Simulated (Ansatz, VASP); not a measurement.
# One calculation of Mg, two programs

Contents of INCAR:

```
SYSTEM = Mg
  ALGO = Normal
  EDIFF = 1E-7
  ENCUT = 520
  GGA = PE
  ISIF = 2
  ISMEAR = -1
  LASPH = .True.
  LCHARG = .True.
  LELF = .True.
  LREAL = .False.
  LVHAR = .True.
  LWAVE = .False.
  NBANDS = 7
  NELM = 60
  PREC = Accurate
  SIGMA = 0.08
```

The input KPOINTS:

```
k-points
0
Gamma
  13 13 13
  0 0 0
```

File POSCAR:

```
Mg
1.0
    0.0000000000      2.2611974869      2.2611974869
    2.2611974869      0.0000000000      2.2611974869
    2.2611974869      2.2611974869      0.0000000000
Mg
1
Direct
    0.0000000000      0.0000000000      0.0000000000
```

Input for Ansatz:

```yaml
crystal:
  lattice:
    - [0.0, 2.2611974869, 2.2611974869]
    - [2.2611974869, 0.0, 2.2611974869]
    - [2.2611974869, 2.2611974869, 0.0]
  atoms:
    - { symbol: Mg, position: [0.0, 0.0, 0.0] }
kpoints:
  mp_grid: { grid: [13, 13, 13] }
  band_path:
    path:
      - [0.0, 0.0, 0.0]
      - [0.5, 0.0, 0.5]
      - [0.625, 0.25, 0.625]
      - [0.375, 0.375, 0.75]
      - [0.0, 0.0, 0.0]
      - [0.5, 0.5, 0.5]
      - [0.5, 0.25, 0.75]
      - [0.5, 0.0, 0.5]
    npoints: 8
scf:
  occupations: { method: fermi_dirac, width: 0.08 }
hamiltonian:
  xc: pbe
  pseudopotentials: { kind: all_electron, lapw: { basis_error: 0.00025 } }
output:
  forces: true
  stress: true
  eigenvalues: true
  fatbands: true
  populations: true
  dos: { projected: true, de: 0.2, e_range: [-14, 8] }
```

This isn't the form of Mg at room conditions, which is hcp.

Alike in both runs: task single point; functional PBE; k mesh 13 × 13 × 13; occupations fermi-dirac, width 0.08 eV; no spin polarisation.

```csv
,VASP,Ansatz
version,VASP 6.6.1,Ansatz 0.2.0
potentials or method,"VASP PAW PBE potentials, release 64 (Mg)","all-electron LAPW, scalar-relativistic"
plane-wave cutoff (eV),520,see its input
```

```csv
,VASP,Ansatz,Ansatz less VASP
pressure (GPa),-0.1,0.0,+0.10
```

Ansatz ran all-electron here, so the differences hold the error of VASP's frozen core and of both bases.
